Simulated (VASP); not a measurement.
Write the native input for VASP 6.6.1 that does the following.

```yaml
Task: single point
Functional: PBE
Dispersion: D3(BJ)
Potentials_or_basis: VASP PAW PBE potentials, release 64 (C, O, H)
Cutoff: 520 eV
k_mesh: 1 × 1 × 1
Occupations: fermi-dirac, width 0.05 eV
Spin: no spin polarisation
Dipole_correction: no
Further_INCAR_settings: LREAL = Auto; ALGO = Normal; EDIFF = 1e-07; NBANDS = 64
```

The structure of H6C2O lies in POSCAR:

```
H6C2O
1.0
    7.9602190000      0.0000000000      0.0000000000
    0.0000000000      7.9602190000      0.0000000000
    0.0000000000      0.0000000000      7.9602190000
C O H
8 4 24
Direct
    0.3102000000      0.6255195000      0.6896790000
    0.2986676000      0.6541150000      0.8770959000
    0.0402945000      0.9971791000      0.1893578000
    0.0156948000      1.0320965000      0.3744293000
    1.0252034000      0.4368960000      0.1861954000
    0.8417230000      0.4828059000      0.1687882000
    0.5135857000      0.0861717000      0.7577589000
    0.3614618000      0.1955514000      0.7889071000
    0.3822466000      0.5169279000      0.9566164000
    0.0062820000      0.8734057000      0.4572417000
    0.7468747000      0.3341924000      0.2011467000
    0.2178051000      0.0884185000      0.7850951000
    0.3754490000      0.5342763000      1.0772077000
    0.3580262000      0.7742141000      0.9106158000
    0.1663690000      0.6606572000      0.9161486000
    0.2480523000      0.7270737000      0.6212002000
    0.4416777000      0.6201223000      0.6510132000
    0.2502479000      0.5067001000      0.6565394000
   -0.0095392000      0.8946517000      0.5763540000
    0.1210050000      1.1070113000      0.4230953000
   -0.0999339000      1.1049902000      0.3941095000
    0.0485142000      1.1145649000      0.1185204000
    0.1557340000      0.9256963000      0.1700062000
   -0.0649429000      0.9236777000      0.1410547000
    0.6286966000      0.3625495000      0.1902260000
    0.8090054000      0.5827278000      0.2583204000
    0.8165482000      0.5307597000      0.0417547000
    1.1049938000      0.5462050000      0.1627442000
    1.0501384000      0.3903043000      0.3127577000
    1.0576723000      0.3383979000      0.0964489000
    0.1193659000      0.1577169000      0.8050172000
    0.3726223000      0.2588388000      0.9111404000
    0.3526243000      0.2934551000      0.6919144000
    0.6285088000      0.1613759000      0.7591504000
    0.5227113000     -0.0103012000      0.8548169000
    0.5027369000      0.0242741000      0.6358509000
```

The cell was built by a generator and needn't be a form met in nature.

The input as run:

INCAR

```
SYSTEM = H6C2O
  PREC = Accurate
  ENCUT = 520
  EDIFF = 1E-7
  ISMEAR = -1
  SIGMA = 0.05
  LREAL = Auto
  LASPH = .TRUE.
  NELM = 100
  ALGO = Normal
  ISIF = 2
  LWAVE = .FALSE.
  LCHARG = .FALSE.
  GGA = PE
  IVDW = 12
  NBANDS = 64
```

KPOINTS

```
regular mesh
0
G
  1 1 1
  0 0 0
```

Potentials or basis: VASP PAW PBE potentials, release 64 (C, O, H).

The run is started by

```bash
$ cat potpaw_PBE.64/C/POTCAR potpaw_PBE.64/O/POTCAR potpaw_PBE.64/H/POTCAR > POTCAR
$ mpirun -np 1 vasp_gam > vasp.out
```

It gave:

The pressure is 0.9 GPa. The largest force is 0.721 eV/Å and the band gap on the k mesh is 4.35 eV, direct. The dispersion energy per atom is -0.030 eV.

Wall time 47 s on 1 thread of Intel(R) Xeon(R) 6975P-C (Granite Rapids) (shared host), peak memory 0.43 GiB.
